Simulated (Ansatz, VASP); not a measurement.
**Cross-check of SnSe (puckered SnSe 3 layers, AA) between VASP and Ansatz**

Aim: how closely do two programs agree when they are given the same cell, functional and k mesh? The cell is taken from a series of runs on this material, whose earlier steps may have relaxed, scaled, displaced or heated it; both programs get it as it stands.

Calculated with Ansatz 0.2.0; plane waves, with VASP 6.6.1 beside it; single point at PBE with D3(BJ).

## (1) Set-up

The cell holds 12 atoms: 6 Sn and 6 Se. Its edges and angles: a = 4.249 Å, b = 4.237 Å, c = 32.837 Å, α = 90.0°, β = 90.0°, γ = 90.0°. Vacuum lies along c.

## (2) Ansatz: single point, PBE with D3(BJ)

Ansatz runs on its default PAW (the set named soft_2) files.

A single point gives forces, pressure and levels at one fixed geometry, so differences don't come from the geometry; what else differs is listed under the comparison.

Contents of input.yaml:

```yaml
crystal:
  lattice:
    - [4.2489701405, 0.0, 0.0]
    - [0.0, 4.2368502718, 0.0]
    - [0.0, 0.0, 32.837259581]
  atoms:
    - { symbol: Sn, position: [0.0177174062, 0.0, 0.2749738851] }
    - { symbol: Se, position: [0.4917082801, 0.5, 0.2740789005] }
    - { symbol: Se, position: [0.9942885184, 0.0, 0.3598754833] }
    - { symbol: Sn, position: [0.503876785, 0.5, 0.3593834054] }
    - { symbol: Sn, position: [0.0034674422, 0.0, 0.4567398411] }
    - { symbol: Se, position: [0.488941568, 0.5, 0.4561744665] }
    - { symbol: Se, position: [0.988941568, 0.0, 0.5438255335] }
    - { symbol: Sn, position: [0.5034674422, 0.5, 0.5432601589] }
    - { symbol: Sn, position: [0.003876785, 0.0, 0.6406165946] }
    - { symbol: Se, position: [0.4942885184, 0.5, 0.6401245167] }
    - { symbol: Se, position: [0.9917082801, 0.0, 0.7259210995] }
    - { symbol: Sn, position: [0.5177174062, 0.5, 0.7250261149] }
kpoints:
  mp_grid: { grid: [10, 10, 1] }
  band_path:
    path:
      - [0, 0, 0]
      - [0.5, 0, 0]
      - [0.5, 0.5, 0]
      - [0, 0, 0]
      - [0, 0.5, 0]
      - [0.5, 0.5, 0]
    npoints: 16
hamiltonian:
  xc: pbe
  dispersion: d3bj
scf:
  occupations: { method: fermi_dirac, width: 0.02585 }
  convergence: { dr2_threshold: 1.0e-10 }
efield:
  axis: 3
  dipole_correction: true
  ramp_position: 0.97
  ramp_width: 0.06
  amplitude: 0
output:
  dos: { projected: true, e_range: [-6, 5] }
  write_potential: true
  write_density: true
  volumetric_format: npy
  elf: true
```

The run is started by

```sh
$ ansatz run input.yaml --threads 4 --pin off --max-ram 16384MiB --backend cpu --events-out ev --progress --plain --runs-dir out
```

Numbers of over 12 decimals in the logs are rounded to 6 here.

Output:

```text
Engine: ansatz 0.2.0, aarch64-unknown-linux-gnu
Pseudopotentials: kind: paw
Pseudopotential: Sn, paw, valence charge 14, recommended cutoff 420 eV (normal), Sn.paw.azcp
Pseudopotential: Se, paw, valence charge 16, recommended cutoff 420 eV (normal), Se.paw.azcp
Functional definition: PBE
  parameter kappa = 0.804
  parameter beta = 0.066725
  exchange = pbe_x(kappa = kappa, mu = beta*pi^2/3)
  correlation = pbe_c(beta = beta)
Crystal: 12 atoms, lattice volume = 591.145 Å³
Basis set: ecut = 420 eV, 11473 PW (Γ)
Bands: 108, of which v1, the nominal top of the filled ones, is band 90 counted from 1 (89 counted from 0)
Symmetry: 2 space group operations
k-points: 36 of 100 (time reversal used)
Non-local potential: Sn, projectors of the file, l = 0: 2, l = 1: 2, l = 2: 2, l = 3: 2
Non-local potential: Se, projectors of the file, l = 0: 2, l = 1: 2, l = 2: 3, l = 3: 1
PAW form: soft (Blöchl's): semilocal exchange-correlation on the pseudo side does not see the compensation charge
PAW one-centre angular grid: Sn, 590 points (default); XC on 64 Gauss nodes
PAW one-centre angular grid: Se, 590 points (default); XC on 64 Gauss nodes
Initial density: superposition of atomic densities (neutral atoms: chi_scale 0, normalization atom), corrected by the library's trained network
Initial wavefunctions: pseudopotential atomic-orbital guess
Functional: x = pbe(κ = 0.804, μ = 0.219515), c = pbe(β = 0.066725)
SCF iter   1: F=—  HF=-68968.390953 eV  |F-HF|=—  |Δ(HF+E_count)|=         —  Δρ=9.55e-4  dr2=2.47e-2  ethr=1.77e-3  p=0.000 e·Å  D=7.76e-14 V/Å  ΔV_dip=-0.00 eV  dr2_dipole=2.97e-8  V_vac-E_F(+/−)=4.11/4.11 eV  ⟨swp⟩=7.0  Hψ=15372  notcnv=0  defer=49
efield: sawtooth ramp at fractional position 0.9700 (set: `efield.ramp_position`, or a place that a band, a saddle search or an elastic batch's reference lends), width 0.0600; the density the first Hamiltonian is built on has a dipole p = 0.000 e·Å; the dipole correction subtracts the counter field D = 7.76e-14 V/Å, which shifts the + side's vacuum level by -0.00 eV against the − side's; the planar-averaged density in the ramp window peaks in size at 6.5e-6 e/Å³
preconditioner: auto → Resta (q_TF=auto, 2.238 Å⁻¹)  ε∞=2.0  [insulator: Δε(μ)=0.617 eV  Ē_g=16.576 eV  σ=0.026 eV  W_gap=1.00  n_scr=126 (ndim 8)  ℏωp=16.7 eV  f_vac=0.441  D(μ)=0.00/eV (n_scr^D=0)  ε∞_Penn≈2.0  vacuum switching on, ρ_ref=2.0e-2 e/Å³]
SCF iter   2: F=—  HF=-68968.384791 eV  |F-HF|=—  |Δ(HF+E_count)|=   6.16e-3  Δρ=6.96e-4  dr2=2.92e-2  ethr=1.37e-5  p=-0.000 e·Å  D=-3.56e-5 V/Å  ΔV_dip=0.00 eV  dr2_dipole=5.70e-7  V_vac-E_F(+/−)=4.05/4.05 eV  ⟨swp⟩=3.3  Hψ=9392  notcnv=0  defer=390
SCF iter   3: F=—  HF=-68968.384319 eV  |F-HF|=—  |Δ(HF+E_count)|=   4.73e-4  Δρ=5.23e-4  dr2=2.47e-2  ethr=1.37e-5  p=0.000 e·Å  D=5.96e-5 V/Å  ΔV_dip=-0.00 eV  dr2_dipole=2.27e-6  V_vac-E_F(+/−)=3.91/3.91 eV  ⟨swp⟩=2.1  Hψ=4294  notcnv=0  defer=390
SCF iter   4: F=—  HF=-68968.382600 eV  |F-HF|=—  |Δ(HF+E_count)|=   1.72e-3  Δρ=2.28e-4  dr2=1.78e-3  ethr=1.37e-5  p=-0.000 e·Å  D=-6.35e-5 V/Å  ΔV_dip=0.00 eV  dr2_dipole=2.80e-6  V_vac-E_F(+/−)=3.93/3.93 eV  ⟨swp⟩=2.0  Hψ=4056  notcnv=0  defer=390
SCF iter   5: F=—  HF=-68968.382632 eV  |F-HF|=—  |Δ(HF+E_count)|=   3.21e-5  Δρ=9.07e-5  dr2=2.68e-4  ethr=9.88e-7  p=0.001 e·Å  D=4.29e-4 V/Å  ΔV_dip=-0.01 eV  dr2_dipole=1.24e-4  V_vac-E_F(+/−)=3.90/3.92 eV  ⟨swp⟩=2.0  Hψ=4008  notcnv=0  defer=390
SCF iter   6: F=—  HF=-68968.382707 eV  |F-HF|=—  |Δ(HF+E_count)|=   7.49e-5  Δρ=7.78e-5  dr2=7.42e-4  ethr=1.49e-7  p=-0.003 e·Å  D=-9.90e-4 V/Å  ΔV_dip=0.03 eV  dr2_dipole=6.55e-4  V_vac-E_F(+/−)=3.92/3.89 eV  ⟨swp⟩=2.0  Hψ=4132  notcnv=0  defer=390  recentre
SCF iter   7: F=—  HF=-68968.382637 eV  |F-HF|=—  |Δ(HF+E_count)|=   6.93e-5  Δρ=5.34e-5  dr2=7.28e-5  ethr=1.49e-7  p=0.001 e·Å  D=2.53e-4 V/Å  ΔV_dip=-0.01 eV  dr2_dipole=4.16e-5  V_vac-E_F(+/−)=3.90/3.91 eV  ⟨swp⟩=2.0  Hψ=3972  notcnv=0  defer=390
SCF iter   8: F=—  HF=-68968.382647 eV  |F-HF|=—  |Δ(HF+E_count)|=   9.79e-6  Δρ=1.51e-5  dr2=5.31e-6  ethr=4.05e-8  p=0.000 e·Å  D=4.04e-5 V/Å  ΔV_dip=-0.00 eV  dr2_dipole=1.61e-6  V_vac-E_F(+/−)=3.90/3.90 eV  ⟨swp⟩=2.1  Hψ=4318  notcnv=0  defer=390
SCF iter   9: F=—  HF=-68968.382537 eV  |F-HF|=—  |Δ(HF+E_count)|=   1.10e-4  Δρ=6.63e-6  dr2=6.93e-7  ethr=2.95e-9  p=0.000 e·Å  D=1.59e-5 V/Å  ΔV_dip=-0.00 eV  dr2_dipole=7.69e-8  V_vac-E_F(+/−)=3.90/3.90 eV  ⟨swp⟩=2.0  Hψ=4612  notcnv=0  defer=391
SCF iter  10: F=—  HF=-68968.382537 eV  |F-HF|=—  |Δ(HF+E_count)|=   1.52e-7  Δρ=3.75e-6  dr2=2.96e-7  ethr=3.85e-10  p=-0.000 e·Å  D=-9.11e-6 V/Å  ΔV_dip=0.00 eV  dr2_dipole=1.32e-8  V_vac-E_F(+/−)=3.90/3.90 eV  ⟨swp⟩=2.0  Hψ=5261  notcnv=0  defer=391
[...]
SCF iter  14: F=—  HF=-68968.382537 eV  |F-HF|=—  |Δ(HF+E_count)|=  1.31e-10  Δρ=1.28e-7  dr2=8.89e-10  ethr=1.36e-12  p=-0.000 e·Å  D=-1.11e-6 V/Å  ΔV_dip=0.00 eV  dr2_dipole=7.69e-10  V_vac-E_F(+/−)=3.90/3.90 eV  ⟨swp⟩=2.0  Hψ=3931  notcnv=0  defer=391
SCF iter  15: F=-68968.382537 eV  HF=-68968.382537 eV  |F-HF|=3.49e-10  |Δ(HF+E_count)|=  4.37e-11  Δρ=5.57e-8  dr2=7.01e-11  ethr=1.00e-12  p=0.000 e·Å  D=2.07e-7 V/Å  ΔV_dip=-0.00 eV  dr2_dipole=3.26e-11  V_vac-E_F(+/−)=3.90/3.90 eV  ⟨swp⟩=9.6  Hψ=13462  notcnv=0
SCF 1 converged in 15 iterations: F = -68968.382537 eV  dr2 = 7.01e-11
  greatest PAW one-centre occupation: 1.000 electrons in one spin orbital (limit 2), on the Se atom at site 2 (counted from 0), in its partial waves of l = 2
NSCF: frozen V_eff on 81 k-points
efield: sawtooth ramp at fractional position 0.9700 (kept from the solve that this one continues, or follows in the run), width 0.0600; the density the first Hamiltonian is built on has a dipole p = 0.000 e·Å; the dipole correction subtracts the counter field D = 2.07e-7 V/Å, which shifts the + side's vacuum level by -0.00 eV against the − side's; the planar-averaged density in the ramp window peaks in size at 2.3e-6 e/Å³
WARN: The output density's exchange-correlation potential varies sharply where the density is thin. Do not read a vacuum level from v_tot or v_xc, or from such a field of the output density. On a cell that repeats whose density bears no net charge and no dipole along the vacuum's axis use v_es (v_loc + v_h of the components); under efield.dipole_correction with no amplitude use v_es + v_field, which holds any externa [...]
SCF converged after 15 iterations
Free energy (F): -68968.382537 eV
Harris-Foulkes:  -68968.382537 eV  (|F-HF|=3.49e-10)
Internal energy: -68968.382537 eV  (E = F + TS)
E sigma→0 (E₀):  -68968.382537 eV
Entropy (-TS):   -0.000001 eV (-0.000 meV/atom)
Fermi energy:    3.423843 eV
Dipole field:    D = -0.000004 V/Å  (p = -0.000014 e·Å, saw-weighted, corrected)
Work function:   Φ+ = 3.8994 eV   Φ− = 3.8993 eV
Levels:          The Fermi level and band energies are counted from a zero that moves with the ramp; work functions are not
--- Per-component energies (eV) ---
  E_band       = -3919.481362
  E_kinetic    = 1821.910858
  E_local      = -208714.250567  (includes V_loc(G=0)·N_el)
  E_nonlocal   = -3771.371303
  E_hartree    = 104348.561113
  E_xc         = -2926.114378
  E_vxc        = -1169.683781  (∫ρ·V_xc dr)
  E_paw        = -36264.246516  (= ΣΔE_a)
  E_vpaw       = -783.206460  (= ΣTr[D̂ρ^β])
  E_aug_tail   = -0.003586  (compensation charges beyond the density's cutoff)
  E_efield     = 0.000000  (sawtooth field / dipole correction)
  E_vefield    = 0.000000  (∫n·V_field dr)
  E_ewald      = 76540.901037
  E_disp       = -3.769193  (pairwise vdW)
  E_smearing   = -0.000001  (= −TS)
  E_closure    = -0.000000  (closes the sum)
  Σ components = -68968.382537   (vs F -68968.382537, Δ=0.00e0)
--- Band table (eV; the first three rows and the last of 36) ---
  k-point 0: bands = [... 86 lower, 0.9173, 1.3590, 2.0654, 2.1410, 4.4905, 4.9009, 6.1640, 6.1790, ... 14 higher]
  k-point 1: bands = [... 86 lower, 1.2060, 1.3615, 2.0513, 2.2168, 4.4009, 4.9060, 6.1520, 6.1793, ... 14 higher]
  k-point 2: bands = [... 86 lower, 1.7058, 1.8129, 2.0558, 2.4087, 4.1862, 4.9563, 5.4148, 5.8427, ... 14 higher]
  k-point 35: bands = [... 86 lower, 0.8594, 0.8594, 1.8748, 1.8748, 5.1896, 5.1896, 6.3802, 6.3802, ... 14 higher]
```

The column dr2 measures how far the density is from self-consistency, as an energy; F and HF (Harris–Foulkes) agree once it is small.

## (3) VASP: single point, PBE with D3(BJ)

The same cell, functional, mesh and smearing now go to VASP, with its own data sets.

Lines of VASP's logs that name or quote its potential files are left out, and so is its time.

Contents of INCAR:

```
SYSTEM = SnSe
PREC = Accurate
ENCUT = 400
EDIFF = 1E-06
NELM = 120
ISMEAR = -1
SIGMA = 0.02585
LREAL = .FALSE.
ALGO = Normal
GGA = PE
IVDW = 12
NBANDS = 74
LORBIT = 11
LWAVE = .FALSE.
LCHARG = .FALSE.
ISIF = 2
LDIPOL = .TRUE.
IDIPOL = 3
DIPOL = 0.5 0.5 0.5
LVHAR = .TRUE.
LASPH = .TRUE.
GGA_COMPAT = .FALSE.
EFERMI = MIDGAP
NELMDL = -8
KPAR = 2
```

Contents of POSCAR:

```
SnSe
1.0
    4.2489701405      0.0000000000      0.0000000000
    0.0000000000      4.2368502718      0.0000000000
    0.0000000000      0.0000000000     32.8372595810
Sn Se
6 6
Direct
    0.0177174062      0.0000000000      0.2749738851
    0.5038767850      0.5000000000      0.3593834054
    0.0034674422      0.0000000000      0.4567398411
    0.5034674422      0.5000000000      0.5432601589
    0.0038767850      0.0000000000      0.6406165946
    0.5177174062      0.5000000000      0.7250261149
    0.4917082801      0.5000000000      0.2740789005
    0.9942885184      0.0000000000      0.3598754833
    0.4889415680      0.5000000000      0.4561744665
    0.9889415680      0.0000000000      0.5438255335
    0.4942885184      0.5000000000      0.6401245167
    0.9917082801      0.0000000000      0.7259210995
```

Contents of KPOINTS:

```
Automatic mesh
0
Gamma
10 10 1
0 0 0
```

The projector-augmented-wave data sets are Sn_d and Se (PBE family, release 64).

The run is started by

```sh
$ mpirun -np 2 vasp_std
```

Output:

```text
[banner, memory and clock lines left out]
running    2 mpi-ranks, on    1 nodes
 distrk:  each k-point on    1 cores,    2 groups
 distr:  one band on    1 cores,    1 groups

 POSCAR found type information on POSCAR SnSe
 POSCAR found :  2 types and      12 ions
 LDA part: xc-table for (Slater+PW92), standard interpolation
 POSCAR, INCAR and KPOINTS ok, starting setup
 FFT: planning ... GRIDC
 FFT: planning ... GRID_SOFT
 FFT: planning ... GRID
 WAVECAR not read
 entering main loop
       N       E                     dE             d eps       ncg     rms          rms(c)
DAV:   1     0.111351530655E+04    0.11135E+04   -0.47985E+04  5872   0.143E+03
DAV:   2     0.125156877870E+03   -0.98836E+03   -0.96088E+03  5816   0.372E+02
DAV:   3    -0.375915087130E+02   -0.16275E+03   -0.15813E+03  6290   0.173E+02
DAV:   4    -0.496327842191E+02   -0.12041E+02   -0.11851E+02  6052   0.469E+01
DAV:   5    -0.501571009856E+02   -0.52432E+00   -0.52229E+00  7216   0.904E+00
DAV:   6    -0.501739680785E+02   -0.16867E-01   -0.16861E-01  7924   0.160E+00
DAV:   7    -0.501744193380E+02   -0.45126E-03   -0.45121E-03  8312   0.240E-01
DAV:   8    -0.501744280404E+02   -0.87024E-05   -0.87017E-05  8040   0.387E-02    0.779E+00
DAV:   9    -0.489642207563E+02    0.12102E+01   -0.26194E+00  6898   0.571E+00    0.484E+00
DAV:  10    -0.489636975595E+02    0.52320E-03   -0.10085E+00  6876   0.265E+00    0.163E+00
DAV:  11    -0.489498257226E+02    0.13872E-01   -0.13300E-01  6472   0.165E+00    0.425E-01
DAV:  12    -0.489487255119E+02    0.11002E-02   -0.15023E-02  6972   0.514E-01    0.148E-01
DAV:  13    -0.489484014254E+02    0.32409E-03   -0.10925E-03  6948   0.132E-01    0.957E-02
DAV:  14    -0.489478434743E+02    0.55795E-03   -0.13426E-03  6600   0.117E-01    0.492E-02
[...]
DAV:  21    -0.489485823845E+02   -0.17443E-04   -0.11305E-06  4370   0.247E-03    0.159E-03
DAV:  22    -0.489485916064E+02   -0.92219E-05   -0.30339E-07  3944   0.198E-03    0.577E-04
DAV:  23    -0.489485985899E+02   -0.69835E-05   -0.69866E-07  3946   0.147E-03    0.759E-04
DAV:  24    -0.489486058235E+02   -0.72337E-05   -0.17948E-07  3754   0.960E-04    0.358E-04
DAV:  25    -0.489486130917E+02   -0.72682E-05   -0.29964E-07  3878   0.714E-04    0.198E-04
DAV:  26    -0.489486151291E+02   -0.20373E-05   -0.51514E-08  3944   0.542E-04    0.974E-05
DAV:  27    -0.489486167355E+02   -0.16064E-05   -0.72967E-08  3778   0.357E-04    0.125E-04
DAV:  28    -0.489486168738E+02   -0.13833E-06   -0.79898E-09  3546   0.239E-04
   1 F= -.52717207E+02 E0= -.52717206E+02  d E =-.682582E-06
```

(Part 1 of 2 ends here.)

[Lines on the potential files, build, host, timing and source positions are cut from VASP's logs without a mark.]

[Logs are printed without paths, hosts, clocks, repeated set-up lines and the standing remarks that a program may print on its own settings, such as how far it seeks lower states.]

[Hosts, paths, dates, database ids (printed as entryN), source tags and the programs' standing remarks are cut or masked in the printed files.]
